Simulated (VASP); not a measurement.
# OCH4 in VASP: settings compared

One molecule, OCH4, is run at these levels: PBEsol, PBE+D3, PBE+D4, PBE+D3(BJ); tasks: single point.

Program: VASP 6.6.1. These are calculated values, not measurements. Logs are shortened: lines on timing, memory, paths and dates and some standing lists are left out, and cuts for length are marked.

## Step 1: The molecule as given

The cell holds a molecule in a box, 6 atoms: a = 12.772 Å, b = 13.272 Å, c = 13.772 Å, α = 90.00°, β = 90.00°, γ = 90.00°.

## Step 2: Single point, PBEsol

INCAR reads:

```
PREC     = Accurate       # precision mode
ENCUT    = 400            # plane-wave cutoff, eV
EDIFF    = 1E-6           # SCF threshold, eV
ISMEAR   = 0              # smearing method
SIGMA    = 0.01           # smearing width, eV
LREAL    = False          # projectors in reciprocal space
LASPH    = True           # aspherical terms in the spheres
NELM     = 80             # most SCF steps
ALGO     = Fast           # electronic algorithm
ISIF     = 2              # what is computed and relaxed
LWAVE    = False          # write WAVECAR
LCHARG   = False          # write CHGCAR
GGA      = PS             # functional
NBANDS   = 16             # bands
ISYM     = 0
```

KPOINTS reads:

```
Automatic mesh
0
Gamma
  1 1 1
```

POSCAR reads:

```
H4CO                                    
1.0
   12.7722774153      0.0000000000      0.0000000000
    0.0000000000     13.2722774153      0.0000000000
    0.0000000000      0.0000000000     13.7722774153
  O               C               H             
     1     1     4
Selective dynamics
Direct
     0.5814554605000026    0.4957380617999974    0.4800698287999978   F   F   F
     0.4709007345168943    0.4985833375410336    0.4959323125790473   T   T   T
     0.6154968736400552    0.5348561371265734    0.5307142176538949   T   T   T
     0.4484521455929876    0.4646677748428786    0.5661815079560640   T   T   T
     0.4354390133414563    0.4537911774680984    0.4375645801328557   T   T   T
     0.4391236648754287    0.5758974078562713    0.4918117471126108   T   T   T
```

Potentials or basis: VASP PAW PBE potentials, release 64 (O, C, H).

Launch:

```sh
cat potpaw_PBE.64/O/POTCAR potpaw_PBE.64/C/POTCAR potpaw_PBE.64/H/POTCAR > POTCAR
mpirun -np 4 vasp_gam > vasp.out
```

OUTCAR:

```text
PREC = Accurate
   ENCUT = 400
   EDIFF = 1E-6
   ISMEAR = 0
   LREAL = False
   LASPH = True
   NELM = 80
   ISIF = 2
   GGA = PS
   ISYM = 0

 ion  position               nearest neighbor table
   1  0.581  0.496  0.480-   3 0.97   2 1.43
   2  0.471  0.499  0.496-   5 1.10   4 1.10   6 1.10   1 1.43
   3  0.615  0.535  0.531-   1 0.97
   4  0.448  0.465  0.566-   2 1.10
   5  0.435  0.454  0.438-   2 1.10
   6  0.439  0.576  0.492-   2 1.10

IMPORTANT INFORMATION: All symmetrisations will be switched off!
NOSYMM: (Re-)initialisation of all symmetry stuff for point group C_1.

----------------------------------------------------------------------------------------

                                     Primitive cell

  volume of cell :    2334.6380

  direct lattice vectors                    reciprocal lattice vectors
    12.772277415  0.000000000  0.000000000     0.078294572  0.000000000  0.000000000
     0.000000000 13.272277415  0.000000000     0.000000000  0.075345019  0.000000000
     0.000000000  0.000000000 13.772277415     0.000000000  0.000000000  0.072609632

  length of vectors
    12.772277415 13.272277415 13.772277415     0.078294572  0.075345019  0.072609632

  position of ions in fractional coordinates (direct lattice)
     0.581455461  0.495738062  0.480069829
     0.470900735  0.498583338  0.495932313
     0.615496874  0.534856137  0.530714218
     0.448452146  0.464667775  0.566181508
     0.435439013  0.453791177  0.437564580
     0.439123665  0.575897408  0.491811747

  ion indices of the primitive-cell ions
   primitive index   ion index
                 1           1
                 2           2
                 3           3
                 4           4
                 5           5
                 6           6

----------------------------------------------------------------------------------------

 KPOINTS: Automatic mesh

Automatic generation of k-mesh.
 Grid dimensions read from file:
 generate k-points for:    1    1    1

 Generating k-lattice:

  Cartesian coordinates                     Fractional coordinates (reciprocal lattice)
     0.078294572  0.000000000  0.000000000     1.000000000  0.000000000  0.000000000
     0.000000000  0.075345019  0.000000000     0.000000000  1.000000000  0.000000000
     0.000000000  0.000000000  0.072609632     0.000000000  0.000000000  1.000000000

  Length of vectors
     0.078294572  0.075345019  0.072609632

  Shift w.r.t. Gamma in fractional coordinates (k-lattice)
     0.000000000  0.000000000  0.000000000

 Subroutine IBZKPT returns following result:
 ===========================================

 Found      1 irreducible k-points:

 Following reciprocal coordinates:
            Coordinates               Weight
  0.000000  0.000000  0.000000      1.000000
   k-points           NKPTS =      1   k-points in BZ     NKDIM =      1   number of bands    NBANDS=     16
   number of dos      NEDOS =    301   number of ions     NIONS =      6
   total plane-waves  NPLWV = 680400
   dimension x,y,z NGX =    84 NGY =   90 NGZ =   90
   dimension x,y,z NGXF=   168 NGYF=  180 NGZF=  180
   ions per type =               1   1   4
   NGX,Y,Z   is equivalent  to a cutoff of  10.93, 11.27, 10.86 a.u.
   NGXF,Y,Z  is equivalent  to a cutoff of  21.87, 22.55, 21.73 a.u.
 SYSTEM =  unknown system
   PREC   = accura    normal or accurate (medium, high low for compatibility)
   ISTART =      0    job   : 0-new  1-cont  2-samecut
   ICHARG =      2    charge: 1-file 2-atom 10-const
   ISPIN  =      1    spin polarized calculation?
   LNONCOLLINEAR =      F non collinear calculations
   LSORBIT =      F    spin-orbit coupling
   LASPH  =      T    aspherical Exc in radial PAW
   ENCUT  =  400.0 eV  29.40 Ry    5.42 a.u.  20.83 21.64 22.46*2*pi/ulx,y,z
   NELM   =     80;   NELMIN=  2; NELMDL= -5     # of ELM steps
   EDIFF  = 0.1E-05   stopping-criterion for ELM
   LREAL  =      F    real-space projection
   EDIFFG = 0.1E-04   stopping-criterion for IOM
   NSW    =      0    number of steps for IOM
   IBRION =     -1    ionic relax: 0-MD 1-quasi-New 2-CG
   NFREE  =      0    steps in history (QN), initial steepest desc. (CG)
   ISIF   =      2    stress and relaxation
   ISYM   =      0    0-nonsym 1-usesym 2-fastsym
   POTIM  = 0.5000    time-step for ionic-motion
   TEBEG  =    0.0;   TEEND  =   0.0 temperature during run
   PSTRESS=    0.0 pullay stress
   NELECT =      14.0000    total number of electrons
   NUPDOWN=      -1.0000    fix difference up-down
   EMIN   =  10.00;   EMAX   =-10.00  energy-range for DOS
   EFERMI =   0.00;   METHOD = LEGACY
   ISMEAR =     0;   SIGMA  =   0.01  broadening in eV -4-tet -1-fermi 0-gaus
   EFERMI_NEDOS =   21; number of points for ismear=-14 and -15
   IALGO  =     68    algorithm
   IMIX   =      4    mixing-type and parameters
     AMIX     =   0.40;   BMIX     =  1.00
     AMIX_MAG =   1.60;   BMIX_MAG =  1.00
  volume/ion in A,a.u.               =     389.11      2625.82
  Fermi-wavevector in a.u.,A,eV,Ry     =   0.297425  0.562052  1.203595  0.088462
  Thomas-Fermi vector in A             =   1.162901
   LORBIT       =      0    0 simple, 1 ext, 2 COOP (PROOUT), +10 PAW based schemes
   GGA     = PS    functional components
   LHFCALC =     F    Hartree Fock is set to
   AEXX    =    0.0000 exact exchange contribution
   IVDW    =     0    specifies the selected vdW correction
   LEPSILON=     F    determine dielectric tensor
   LRPA    =     F    only Hartree local field effects (RPA)
 non-spin polarized calculation
 RMM-DIIS sequential band-by-band and
 Gauss-broadening in eV      SIGMA  =   0.01
  energy-cutoff  :      400.00
  volume of cell :     2334.64
 maximum number of plane-waves:     21186
 NGX is ok and might be reduce to    84
   NGX = 41   NGY = 43   NGZ = 45

 number of electron      13.9999998 magnetization

 Free energy of the ion-electron system (eV)
  ---------------------------------------------------
  ext. energy  EPLUGINS =         0.00000000
  ---------------------------------------------------
  free energy    TOTEN  =       -30.46836296 eV

  energy without entropy =      -30.46836296  energy(sigma->0) =      -30.46836296

 E-fermi :  -6.0792     XC(G=0):  -0.3904

 val. band max:       -6.1665007276   @ k =   0.0000   0.0000   0.0000
 cond. band min:      -0.5761643749   @ k =   0.0000   0.0000   0.0000
 fundamental gap:      5.5903363526
 Fermi energy:        -6.0791777295

 k-point     1 :       0.0000    0.0000    0.0000
  band No.  band energies     occupation
      1     -25.2556      2.00000
      2     -16.6532      2.00000
      3     -12.3388      2.00000
      4     -10.4623      2.00000
      5     -10.1882      2.00000
      6      -7.8198      2.00000
[... 8 lines left out ...]
     15       1.1756      0.00000
     16       1.3445      0.00000

------------------------ aborting loop because EDIFF is reached ----------------------------------------

  FORCE on cell =-STRESS in cart. coord.  units (eV):
  Direction    XX          YY          ZZ          XY          YZ          ZX
  --------------------------------------------------------------------------------------
  -------------------------------------------------------------------------------------
  Total       -1.1705358     -0.9936308     -0.9045913      0.0596839      0.1048026      0.0965278
  in kB       -0.8032962     -0.6818928     -0.6207882      0.0409589      0.0719222      0.0662435
  external PRESSURE =      -0.7019924 kB  Pullay stress =       0.0000000 kB

 VOLUME and BASIS-vectors are now :
 -----------------------------------------------------------------------------
  energy-cutoff  :      400.00
  volume of cell :     2334.64
      direct lattice vectors                 reciprocal lattice vectors
    12.772277415  0.000000000  0.000000000     0.078294572  0.000000000  0.000000000
     0.000000000 13.272277415  0.000000000     0.000000000  0.075345019  0.000000000
     0.000000000  0.000000000 13.772277415     0.000000000  0.000000000  0.072609632

 POSITION                                       TOTAL-FORCE (eV/Angst)
 -----------------------------------------------------------------------------------
      7.42651      6.57957      6.61165        -0.270771     -0.031142     -0.013766
      6.01447      6.61734      6.83012         0.352887     -0.006287     -0.049621
      7.86130      7.09876      7.30914         0.017889      0.043000      0.059560
      5.72776      6.16720      7.79761        -0.017151     -0.022490      0.072709
      5.56155      6.02284      6.02626        -0.057680     -0.056383     -0.074965
      5.60861      7.64347      6.77337        -0.025174      0.073303      0.006083
 -----------------------------------------------------------------------------------
    total drift:                                0.000034      0.001342     -0.000632

  FREE ENERGIE OF THE ION-ELECTRON SYSTEM (eV)
  ---------------------------------------------------
  free  energy   TOTEN  =       -30.4683629623 eV

  energy  without entropy=      -30.4683629623  energy(sigma->0) =      -30.46836296
```

It took 22 s on 4 MPI ranks of Intel Xeon 6975P-C (Granite Rapids), shared host; peak memory 0.46 GiB.

Results:

| Item | Value |
| --- | --- |
| Free energy | -30.4684 eV |
| Largest force | 0.356 eV/Å |
| Gap between the frontier levels | 5.59 eV |

Forces in eV/Å, atoms in the order of the input:
```
O   -0.271 -0.031 -0.014
C    0.353 -0.006 -0.050
H    0.018  0.043  0.060
H   -0.017 -0.022  0.073
H   -0.058 -0.056 -0.075
H   -0.025  0.073  0.006
```

Caveat: the cutoff is under 1.25 times the usual one of these potentials, so pressure, stress and relaxed cells hold a basis-set (Pulay) error; the PAW data sets were made with another functional, which shifts forces and pressure a little.

## Step 3: Single point, PBE+D3

INCAR, as its differences from that of step 2:

```diff
@@ -12,3 +12,4 @@
 LCHARG   = False          # write CHGCAR
-GGA      = PS             # functional
+GGA      = PE             # functional
+IVDW     = 11             # dispersion correction
 NBANDS   = 16             # bands
```

KPOINTS is that of step 2.

POSCAR is that of step 2.

Potentials or basis: VASP PAW PBE potentials, release 64 (O, C, H).

Launch:

```sh
cat potpaw_PBE.64/O/POTCAR potpaw_PBE.64/C/POTCAR potpaw_PBE.64/H/POTCAR > POTCAR
mpirun -np 4 vasp_gam > vasp.out
```

Wall time 20 s (4 MPI ranks of Intel Xeon 6975P-C (Granite Rapids), shared host); peak memory 0.47 GiB.

It converged, with:

* Free energy: -30.2443 eV
* Largest force: 0.065 eV/Å
* Gap between the frontier levels: 5.57 eV
* Dispersion energy per atom: -0.003 eV

Forces in eV/Å, atoms in the order of the input:
```
O    0.065  0.004 -0.003
C   -0.028 -0.010 -0.010
H   -0.008  0.002  0.003
H   -0.004  0.016  0.001
H   -0.023 -0.007 -0.007
H   -0.002 -0.006  0.016
```

Levels at points of the mesh, in eV from the valence-band top:
| k point | band 4 | band 5 | band 6 | band 7 | band 8 | band 9 | band 10 | band 11 |
| --- | --- | --- | --- | --- | --- | --- | --- | --- |
| (0.00, 0.00, 0.00) | -4.30 | -4.01 | -1.68 | 0.00 | 5.57 | 6.19 | 6.58 | 6.72 |

Caveat: the cutoff is under 1.25 times the usual one of these potentials, so pressure, stress and relaxed cells hold a basis-set (Pulay) error. A hybrid or GW would open this gap; PBE tends to underestimate it.

## Step 4: Single point, PBE+D4

INCAR, as its differences from that of step 3:

```diff
@@ -13,3 +13,3 @@
 GGA      = PE             # functional
-IVDW     = 11             # dispersion correction
+IVDW     = 13             # dispersion correction
 NBANDS   = 16             # bands
```

KPOINTS is that of step 3.

POSCAR is that of step 3.

Launch:

```sh
cat potpaw_PBE.64/O/POTCAR potpaw_PBE.64/C/POTCAR potpaw_PBE.64/H/POTCAR > POTCAR
mpirun -np 4 vasp_gam > vasp.out
```

Wall time 19 s (4 MPI ranks of Intel Xeon 6975P-C (Granite Rapids), shared host); peak memory 0.47 GiB.

The run converged. Its results:

```
Free energy                     : -30.2707 eV
Largest force                   : 0.042 eV/Å
Gap between the frontier levels : 5.57 eV
Dispersion energy per atom      : -0.007 eV
```

Forces in eV/Å, atoms in the order of the input:
```
O    0.042  0.004  0.000
C   -0.023 -0.009 -0.010
H   -0.013  0.002  0.004
H    0.005  0.020 -0.006
H   -0.017 -0.004 -0.004
H    0.007 -0.013  0.016
```

Levels at points of the mesh, in eV from the valence-band top:
| k point | band 5 | band 6 | band 7 | band 8 | band 9 | band 10 |
| --- | --- | --- | --- | --- | --- | --- |
| (0.00, 0.00, 0.00) | -4.01 | -1.68 | 0.00 | 5.57 | 6.19 | 6.58 |

Caveat: the cutoff is under 1.25 times the usual one of these potentials, so pressure, stress and relaxed cells hold a basis-set (Pulay) error.

## Step 5: Single point, PBE+D3(BJ)

INCAR, as its differences from that of step 4:

```diff
@@ -1,3 +1,3 @@
 PREC     = Accurate       # precision mode
-ENCUT    = 400            # plane-wave cutoff, eV
+ENCUT    = 520            # plane-wave cutoff, eV
 EDIFF    = 1E-6           # SCF threshold, eV
@@ -13,3 +13,3 @@
 GGA      = PE             # functional
-IVDW     = 13             # dispersion correction
+IVDW     = 12             # dispersion correction
 NBANDS   = 16             # bands
```

KPOINTS is that of step 4.

POSCAR is that of step 4.

Launch:

```sh
cat potpaw_PBE.64/O/POTCAR potpaw_PBE.64/C/POTCAR potpaw_PBE.64/H/POTCAR > POTCAR
mpirun -np 4 vasp_gam > vasp.out
```

Wall time 30 s (4 MPI ranks of Intel Xeon 6975P-C (Granite Rapids), shared host); peak memory 0.65 GiB.

It converged, with:

- Free energy: -30.2774 eV
- Largest force: 0.100 eV/Å
- Gap between the frontier levels: 5.57 eV
- Dispersion energy per atom: -0.009 eV

Forces in eV/Å, atoms in the order of the input:
```
O    0.095  0.023  0.022
C   -0.080 -0.010 -0.003
H   -0.036 -0.021 -0.026
H    0.010  0.033 -0.032
H   -0.004  0.016  0.022
H    0.016 -0.041  0.018
```

Levels at points of the mesh, in eV from the valence-band top:
| k point | band 5 | band 6 | band 7 | band 8 | band 9 | band 10 |
| --- | --- | --- | --- | --- | --- | --- |
| (0.00, 0.00, 0.00) | -4.01 | -1.68 | 0.00 | 5.57 | 6.19 | 6.59 |

PBE gaps usually lie below the measured ones, often by a third to a half.

## Step 6: Single point, PBE+D3(BJ)

INCAR, as its differences from that of step 5:

```diff
@@ -1,3 +1,3 @@
 PREC     = Accurate       # precision mode
-ENCUT    = 520            # plane-wave cutoff, eV
+ENCUT    = 250            # plane-wave cutoff, eV
 EDIFF    = 1E-6           # SCF threshold, eV
```

KPOINTS is that of step 5.

POSCAR is that of step 5.

Potentials or basis: VASP PAW PBE potentials, release 64 (O, C, H).

Launch:

```sh
cat potpaw_PBE.64/O/POTCAR potpaw_PBE.64/C/POTCAR potpaw_PBE.64/H/POTCAR > POTCAR
mpirun -np 4 vasp_gam > vasp.out
```

Wall time 11 s (4 MPI ranks of Intel Xeon 6975P-C (Granite Rapids), shared host); peak memory 0.3 GiB.

The run converged, but a check on its numbers failed (symmetry, net force, bounds or a known fault of this set-up), so they aren't taken as properties of the molecule.

Caveat: the cutoff lies under the usual one of these potentials, so the numbers hold a large basis-set error.

## Step 7: The runs side by side

```tsv
level	cutoff (eV)	gap on the mesh (eV)	largest force (eV/Å)
PBEsol	400	5.59	0.36
PBE+D3	400	5.57	0.06
PBE+D4	400	5.57	0.04
PBE+D3(BJ)	520	5.57	0.10
```

Alike in all rows: task single point; potentials or basis VASP PAW PBE potentials, release 64 (O, C, H); no spin polarisation; cell as given; k mesh 1 × 1 × 1; smearing gaussian 0.01 eV.

On the cell as given the gap runs from 5.57 eV (PBE+D3(BJ)) to 5.59 eV (PBEsol).

Caveats: the cutoff is under 1.25 times the usual one of these potentials, so pressure, stress and relaxed cells hold a basis-set (Pulay) error (some runs); the PAW data sets were made with another functional, which shifts forces and pressure a little (some runs).

Total energies depend on the potentials used, so only differences within one code and one set of settings carry meaning.
